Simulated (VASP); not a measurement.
# AlP (F-43m) in VASP: single point with r2SCAN

Aim: the single point of AlP with r2SCAN.

Program: VASP 6.6.1. These are calculated values, not measurements. Logs are shortened: lines on timing, memory, paths and dates and some standing lists are left out, and cuts for length are marked.

**What was measured.**

A printed reference work, data compilation reports, for a bulk crystal of AlP at 4.2 K: band gap 2.505 eV (indirect).

The results are compared with them further down.

### 1 The structure

Symmetry: F-43m, No. 216, cubic system. Conventional cell: a = 5.486 Å, b = 5.486 Å, c = 5.486 Å, α = 90.00°, β = 90.00°, γ = 90.00°. Al (site symmetry -43m) has 4 P at 2.38 Å as nearest neighbours. P (site symmetry -43m) is surrounded by 4 Al at 2.38 Å.

### 2 Single point, r2SCAN

File POSCAR:

```
AlP
1.0
    0.0000000000      2.7431050000      2.7431050000
    2.7431050000      0.0000000000      2.7431050000
    2.7431050000      2.7431050000      0.0000000000
Al P
1 1
Direct
    0.0000000000      0.0000000000      0.0000000000
    0.2500000000      0.2500000000      0.2500000000
```

File INCAR.step1:

```
SYSTEM = AlP
ALGO = Normal ; EDIFF = 1E-4
ENCUT = 520 ; GGA = PE
ISMEAR = -5 ; LASPH = .TRUE.
LCHARG = .FALSE. ; LREAL = .FALSE.
LWAVE = .TRUE. ; NBANDS = 11
NELM = 100 ; PREC = Accurate
SIGMA = 0.1
```

File INCAR.step2:

```
SYSTEM = AlP
ALGO = Normal ; EDIFF = 1E-6
ENCUT = 520 ; ISIF = 2
ISMEAR = -1 ; ISTART = 1
LASPH = .TRUE. ; LCHARG = .FALSE.
LMIXTAU = .TRUE. ; LORBIT = 11
LREAL = .FALSE. ; LWAVE = .FALSE.
METAGGA = R2SCAN ; NBANDS = 11
NELM = 100 ; PREC = Accurate
SIGMA = 0.1
```

File KPOINTS:

```
k-points
0
G
  8 8 8
  0 0 0
```

Potentials or basis: VASP PAW PBE potentials, release 64 (Al, P).

On the command line:

```sh
$ cat potpaw_PBE.64/Al/POTCAR potpaw_PBE.64/P/POTCAR > POTCAR
$ cp INCAR.step1 INCAR
$ mpirun -np 1 vasp_std > vasp.out
$ cp INCAR.step2 INCAR
$ mpirun -np 1 vasp_std > vasp.out
```

OUTCAR:

```text
SYSTEM = AlP
   EDIFF = 1E-6
   ENCUT = 520
   ISIF = 2
   ISMEAR = -1
   ISTART = 1
   LASPH = .TRUE.
   LORBIT = 11
   LREAL = .FALSE.
   METAGGA = R2SCAN
   NELM = 100
   PREC = Accurate

 ion  position               nearest neighbor table
   1  0.000  0.000  0.000-   2 2.38   2 2.38   2 2.38   2 2.38
   2  0.250  0.250  0.250-   1 2.38   1 2.38   1 2.38   1 2.38

  LATTYP: Found a face centered cubic cell.
 ALAT       =     5.4862100000

  Lattice vectors:

 A1 = (   0.0000000000,   2.7431050000,   2.7431050000)
 A2 = (   2.7431050000,   0.0000000000,   2.7431050000)
 A3 = (   2.7431050000,   2.7431050000,   0.0000000000)

Analysis of symmetry for initial positions (statically):
=====================================================================
 Subroutine PRICEL returns:
 Original cell was already a primitive cell.

 Routine SETGRP: Setting up the symmetry group for a
 face centered cubic supercell.

 Subroutine GETGRP returns: Found 24 space group operations
 (whereof 24 operations were pure point group operations)
 out of a pool of 48 trial point group operations.

The static configuration has the point symmetry T_d .

Analysis of symmetry for dynamics (positions and initial velocities):
=====================================================================
 Subroutine PRICEL returns:
 Original cell was already a primitive cell.

 Routine SETGRP: Setting up the symmetry group for a
 face centered cubic supercell.

 Subroutine GETGRP returns: Found 24 space group operations
 (whereof 24 operations were pure point group operations)
 out of a pool of 48 trial point group operations.

The dynamic configuration has the point symmetry T_d .

 Subroutine INISYM returns: Found 24 space group operations
 (whereof 24 operations are pure point group operations),
 and found     1 'primitive' translations

----------------------------------------------------------------------------------------

                                     Primitive cell

  volume of cell :      41.2817

  direct lattice vectors                    reciprocal lattice vectors
     0.000000000  2.743105000  2.743105000    -0.182275195  0.182275195  0.182275195
     2.743105000  0.000000000  2.743105000     0.182275195 -0.182275195  0.182275195
     2.743105000  2.743105000  0.000000000     0.182275195  0.182275195 -0.182275195

  length of vectors
     3.879336294  3.879336294  3.879336294     0.315709899  0.315709899  0.315709899

  position of ions in fractional coordinates (direct lattice)
     0.000000000  0.000000000  0.000000000
     0.250000000  0.250000000  0.250000000

  ion indices of the primitive-cell ions
   primitive index   ion index
                 1           1
                 2           2

----------------------------------------------------------------------------------------

 KPOINTS: k-points

Automatic generation of k-mesh.
 Grid dimensions read from file:
 generate k-points for:    8    8    8

 Generating k-lattice:

  Cartesian coordinates                     Fractional coordinates (reciprocal lattice)
    -0.022784399  0.022784399  0.022784399     0.125000000  0.000000000  0.000000000
     0.022784399 -0.022784399  0.022784399     0.000000000  0.125000000  0.000000000
     0.022784399  0.022784399 -0.022784399     0.000000000  0.000000000  0.125000000

  Length of vectors
     0.039463737  0.039463737  0.039463737

  Shift w.r.t. Gamma in fractional coordinates (k-lattice)
     0.000000000  0.000000000  0.000000000

 Subroutine IBZKPT returns following result:
 ===========================================

 Found     29 irreducible k-points:

 Following reciprocal coordinates:
            Coordinates               Weight
  0.000000  0.000000  0.000000      1.000000
  0.125000  0.000000  0.000000      8.000000
  0.250000  0.000000  0.000000      8.000000
  0.375000  0.000000  0.000000      8.000000
  0.500000  0.000000  0.000000      4.000000
  0.125000  0.125000  0.000000      6.000000
[... 16 lines left out ...]
  0.500000  0.250000  0.125000     48.000000
 -0.375000  0.250000  0.125000     24.000000
 [... further k-points ...]
   k-points           NKPTS =     29   k-points in BZ     NKDIM =     29   number of bands    NBANDS=     11
   number of dos      NEDOS =    301   number of ions     NIONS =      2
   total plane-waves  NPLWV =  27000
   dimension x,y,z NGX =    30 NGY =   30 NGZ =   30
   dimension x,y,z NGXF=    60 NGYF=   60 NGZF=   60
   ions per type =               1   1
   NGX,Y,Z   is equivalent  to a cutoff of  12.86, 12.86, 12.86 a.u.
   NGXF,Y,Z  is equivalent  to a cutoff of  25.71, 25.71, 25.71 a.u.
 SYSTEM =  AlP
   PREC   = accura    normal or accurate (medium, high low for compatibility)
   ISTART =      1    job   : 0-new  1-cont  2-samecut
   ICHARG =      0    charge: 1-file 2-atom 10-const
   ISPIN  =      1    spin polarized calculation?
   LNONCOLLINEAR =      F non collinear calculations
   LSORBIT =      F    spin-orbit coupling
   LASPH  =      T    aspherical Exc in radial PAW
   ENCUT  =  520.0 eV  38.22 Ry    6.18 a.u.   7.21  7.21  7.21*2*pi/ulx,y,z
   NELM   =    100;   NELMIN=  2; NELMDL=  0     # of ELM steps
   EDIFF  = 0.1E-05   stopping-criterion for ELM
   LREAL  =      F    real-space projection
   EDIFFG = 0.1E-04   stopping-criterion for IOM
   NSW    =      0    number of steps for IOM
   IBRION =     -1    ionic relax: 0-MD 1-quasi-New 2-CG
   NFREE  =      0    steps in history (QN), initial steepest desc. (CG)
   ISIF   =      2    stress and relaxation
   ISYM   =      2    0-nonsym 1-usesym 2-fastsym
   POTIM  = 0.5000    time-step for ionic-motion
   TEBEG  =    0.0;   TEEND  =   0.0 temperature during run
   PSTRESS=    0.0 pullay stress
   NELECT =       8.0000    total number of electrons
   NUPDOWN=      -1.0000    fix difference up-down
   EMIN   =  10.00;   EMAX   =-10.00  energy-range for DOS
   EFERMI =   0.00;   METHOD = LEGACY
   ISMEAR =    -1;   SIGMA  =   0.10  broadening in eV -4-tet -1-fermi 0-gaus
   EFERMI_NEDOS =   21; number of points for ismear=-14 and -15
   IALGO  =     38    algorithm
   IMIX   =      4    mixing-type and parameters
     AMIX     =   0.40;   BMIX     =  1.00
     AMIX_MAG =   1.60;   BMIX_MAG =  1.00
  volume/ion in A,a.u.               =      20.64       139.29
  Fermi-wavevector in a.u.,A,eV,Ry     =   0.947369  1.790267 12.211332  0.897508
  Thomas-Fermi vector in A             =   2.075456
   LORBIT       =     11    0 simple, 1 ext, 2 COOP (PROOUT), +10 PAW based schemes
   METAGGA = R2SCAN    functional components
   LHFCALC =     F    Hartree Fock is set to
   AEXX    =    0.0000 exact exchange contribution
   IVDW    =     0    specifies the selected vdW correction
   LEPSILON=     F    determine dielectric tensor
   LRPA    =     F    only Hartree local field effects (RPA)
 non-spin polarized calculation
  energy-cutoff  :      520.00
  volume of cell :       41.28
 maximum number of plane-waves:      1139
 NGX is ok and might be reduce to    30
   NGX = 15   NGY = 15   NGZ = 15

 number of electron       8.0000000 magnetization

 Free energy of the ion-electron system (eV)
  ---------------------------------------------------
  ext. energy  EPLUGINS =         0.00000000
  ---------------------------------------------------
  free energy    TOTEN  =       -17.20888246 eV

  energy without entropy =      -17.20887925  energy(sigma->0) =      -17.20888085

 E-fermi :   5.2987     XC(G=0):  -9.5740

 val. band max:        4.2764295230   @ k =   0.0000   0.0000   0.0000
 cond. band min:       6.2126836849   @ k =   0.5000   0.5000   0.0000
 fundamental gap:      1.9362541619
 Fermi energy:         5.2987268537

 k-point     1 :       0.0000    0.0000    0.0000
  band No.  band energies     occupation
      1      -7.6289      2.00000
      2       4.2764      1.99993
      3       4.2764      1.99993
      4       4.2764      1.99993
      5       8.1475      0.00000
      6       9.2311      0.00000
      7       9.2311      0.00000
      8       9.2311      0.00000
      9      13.5706      0.00000
     10      13.5706      0.00000
     11      15.3649      0.00000

 k-point     2 :       0.1250    0.0000    0.0000
  band No.  band energies     occupation
      1      -7.4518      2.00000
      2       3.0683      2.00000
      3       4.1263      1.99998
      4       4.1263      1.99998
      5       8.4870      0.00000
      6       9.5242      0.00000
      7       9.5242      0.00000
      8       9.8369      0.00000
      9      13.0943      0.00000
     10      13.0943      0.00000
     11      15.9892      0.00000

 k-point     3 :       0.2500    0.0000    0.0000
  band No.  band energies     occupation
      1      -6.9548      2.00000
      2       1.0785      2.00000
      3       3.8253      2.00000
      4       3.8253      2.00000
      5       8.0681      0.00000
      6       9.8399      0.00000
      7       9.8399      0.00000
      8      11.7823      0.00000
      9      13.0974      0.00000
     10      13.0974      0.00000
     11      15.3777      0.00000

 k-point     4 :       0.3750    0.0000    0.0000
  band No.  band energies     occupation
      1      -6.2915      2.00000
      2      -0.6051      2.00000
      3       3.5821      2.00000
      4       3.5821      2.00000
      5       7.6841      0.00000
      6       9.6426      0.00000
      7       9.6426      0.00000
      8      13.0708      0.00000
      9      14.5573      0.00000
     10      14.5573      0.00000
     11      15.6641      0.00000

 k-point     5 :       0.5000    0.0000    0.0000
  band No.  band energies     occupation
      1      -5.9196      2.00000
      2      -1.3307      2.00000
      3       3.4934      2.00000
      4       3.4934      2.00000
      5       7.5461      0.00000
      6       9.4948      0.00000
      7       9.4948      0.00000
      8      13.1823      0.00000
      9      16.3983      0.00000
     10      16.3983      0.00000
     11      16.9150      0.00000
[... 211 lines left out ...]
 k-point    21 :       0.5000    0.5000    0.0000
  band No.  band energies     occupation
      1      -5.2445      2.00000
      2      -1.1063      2.00000
      3       2.1268      2.00000
      4       2.1268      2.00000
      5       6.2127      0.00021
      6       7.1251      0.00000
      7      16.1385      0.00000
      8      16.1385      0.00000
      9      16.9792      0.00000
     10      16.9792      0.00000
     11      17.1722      0.00000

 k-point    22 :       0.3750    0.2500    0.1250
  band No.  band energies     occupation
      1      -6.5347      2.00000
      2       0.7470      2.00000
      3       2.3657      2.00000
      4       3.3521      2.00000
      5       8.5296      0.00000
      6       9.5830      0.00000
      7      10.1664      0.00000
      8      11.5807      0.00000
      9      13.1815      0.00000
     10      15.7130      0.00000
     11      17.9871      0.00000

 k-point    23 :       0.5000    0.2500    0.1250
  band No.  band energies     occupation
      1      -5.9286      2.00000
      2      -0.3923      2.00000
      3       1.7954      2.00000
      4       2.9636      2.00000
      5       8.6342      0.00000
      6       9.5202      0.00000
      7      10.7968      0.00000
      8      11.8894      0.00000
      9      14.3654      0.00000
     10      16.3489      0.00000
     11      17.8178      0.00000

 k-point    24 :      -0.3750    0.2500    0.1250
  band No.  band energies     occupation
      1      -5.6004      2.00000
      2      -0.9616      2.00000
      3       1.6604      2.00000
      4       2.7724      2.00000
      5       8.6283      0.00000
      6       9.2505      0.00000
      7      11.6627      0.00000
      8      12.5075      0.00000
      9      13.8970      0.00000
     10      16.4413      0.00000
     11      17.7408      0.00000

 [... further k-points ...]

------------------------ aborting loop because EDIFF is reached ----------------------------------------

  FORCE on cell =-STRESS in cart. coord.  units (eV):
  Direction    XX          YY          ZZ          XY          YZ          ZX
  --------------------------------------------------------------------------------------
  -------------------------------------------------------------------------------------
  Total       -0.1744348     -0.1744348     -0.1744348      0.0000000      0.0000000      0.0000000
  in kB       -6.7699651     -6.7699651     -6.7699651      0.0000000      0.0000000      0.0000000
  external PRESSURE =      -6.7699651 kB  Pullay stress =       0.0000000 kB

 VOLUME and BASIS-vectors are now :
 -----------------------------------------------------------------------------
  energy-cutoff  :      520.00
  volume of cell :       41.28
      direct lattice vectors                 reciprocal lattice vectors
     0.000000000  2.743105000  2.743105000    -0.182275195  0.182275195  0.182275195
     2.743105000  0.000000000  2.743105000     0.182275195 -0.182275195  0.182275195
     2.743105000  2.743105000  0.000000000     0.182275195  0.182275195 -0.182275195

 POSITION                                       TOTAL-FORCE (eV/Angst)
 -----------------------------------------------------------------------------------
      0.00000      0.00000      0.00000         0.000000      0.000000      0.000000
      1.37155      1.37155      1.37155        -0.000000     -0.000000     -0.000000
 -----------------------------------------------------------------------------------
    total drift:                                0.000004      0.000004      0.000004

  FREE ENERGIE OF THE ION-ELECTRON SYSTEM (eV)
  ---------------------------------------------------
  free  energy   TOTEN  =       -17.2088824604 eV

  energy  without entropy=      -17.2088792492  energy(sigma->0) =      -17.20888085

 total charge

# of ion       s       p       d       tot
------------------------------------------
    1        0.391   0.390   0.000   0.781
    2        0.999   1.613   0.000   2.612
--------------------------------------------------
tot          1.390   2.003   0.000   3.393
```

It took 67 s on 1 thread of Intel Xeon Platinum 8488C (Sapphire Rapids), shared host; peak memory 0.16 GiB.

Results:

| Property | Result |
| --- | --- |
| Free energy | -17.2089 eV |
| Pressure | -0.7 GPa |
| Band gap on the k mesh | 1.94 eV, indirect (least direct gap 3.87 eV) |
| Valence electrons inside the program's atomic spheres | Al 0.78; P 2.61 |

Levels at points of the mesh, in eV from the valence-band top:
| k point | band 1 | band 2 | band 3 | band 4 | band 5 | band 6 | band 7 | band 8 | band 9 |
| --- | --- | --- | --- | --- | --- | --- | --- | --- | --- |
| (0.00, 0.00, 0.00) | -11.91 | 0.00 | 0.00 | 0.00 | 3.87 | 4.95 | 4.95 | 4.95 | 9.29 |
| (0.50, 0.00, 0.00) | -10.20 | -5.61 | -0.78 | -0.78 | 3.27 | 5.22 | 5.22 | 8.91 | 12.12 |
| (0.50, 0.50, 0.00) | -9.52 | -5.38 | -2.15 | -2.15 | 1.94 | 2.85 | 11.86 | 11.86 | 12.70 |

Caveat: the PAW data sets were made with another functional, which shifts forces and pressure a little.

### 3 Comparison with measurements

Step 2. Against the measured gap of AlP, 2.505 eV (indirect; 4.2 K; a printed reference work, data compilation), the calculated 1.94 eV is off by -0.57 eV. The value is that of r2SCAN on a finite k mesh, which can miss the band edges, without temperature or zero-point motion.
